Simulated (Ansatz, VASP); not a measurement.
Zr3H: VASP beside Ansatz

INCAR

```
SYSTEM = Zr3H
ALGO = Normal
EDIFF = 1E-6
EDIFFG = -0.04
ENCUT = 600
GGA = PE
IBRION = 2
ISIF = 3
ISMEAR = 0
LASPH = .TRUE.
LCHARG = .FALSE.
LREAL = .FALSE.
LWAVE = .FALSE.
NELM = 60
NSW = 90
PREC = Accurate
SIGMA = 0.1
```

Contents of KPOINTS:

```
k-points
0
G
  6 6 6
  0 0 0
```

POSCAR

```
Zr3H
1.0
   -2.5078656700      2.5078656700      2.5078656700
    2.5078656700     -2.5078656700      2.5078656700
    2.5078656700      2.5078656700     -2.5078656700
Zr H
3 1
Direct
    0.0000000000      0.5000000000      0.5000000000
    0.5000000000      0.0000000000      0.5000000000
    0.5000000000      0.5000000000      0.0000000000
    0.0000000000      0.0000000000      0.0000000000
```

Input for Ansatz:

```yaml
crystal:
  lattice:
    - [-2.50786567, 2.50786567, 2.50786567]
    - [2.50786567, -2.50786567, 2.50786567]
    - [2.50786567, 2.50786567, -2.50786567]
  atoms:
    - { symbol: Zr, position: [0.0, 0.5, 0.5] }
    - { symbol: Zr, position: [0.5, 0.0, 0.5] }
    - { symbol: Zr, position: [0.5, 0.5, 0.0] }
    - { symbol: H, position: [0.0, 0.0, 0.0] }
basis:
  ecutwfc: 420
kpoints:
  mp_grid: { grid: [6, 6, 6] }
hamiltonian:
  xc: pbe
scf:
  occupations: { method: gaussian, width: 0.1 }
  lower_state_search: "off"
output:
  forces: true
  stress: true
  eigenvalues: true
relax:
  adjacent_minimum: "off"
  f_tol: 0.04
  max_steps: 70
  cell: { stress_tol: 0.4 }
```

Alike in both runs: task relaxation of cell and atoms; functional PBE; k mesh 6 × 6 × 6; occupations gaussian, width 0.1 eV; no spin polarisation.

```csv
,VASP,Ansatz
version,VASP 6.6.1,Ansatz 0.2.0
potentials or method,"VASP PAW PBE potentials, release 64 (Zr_sv, H)","scalar-relativistic, plane waves, PAW"
plane-wave cutoff (eV),600,420
valence electrons in the cell,37,37
```

```tsv
	VASP	Ansatz	Ansatz less VASP
gap on the k mesh at the Fermi level, each at its own relaxed structure (eV)	none	none	-
relaxed volume (Å³/atom)	19.57	19.56	-0.007
relaxed cell length with the largest relative difference (Å)	4.668	4.667	-0.0006
energy change over the relaxation (meV/atom)	-231	-227	+4.3
```

A gap of «none» marks a metal or a gap that the smearing closes.

Caveats: the volume moved by over 15 % at a fixed basis, so the end points are rough (VASP).
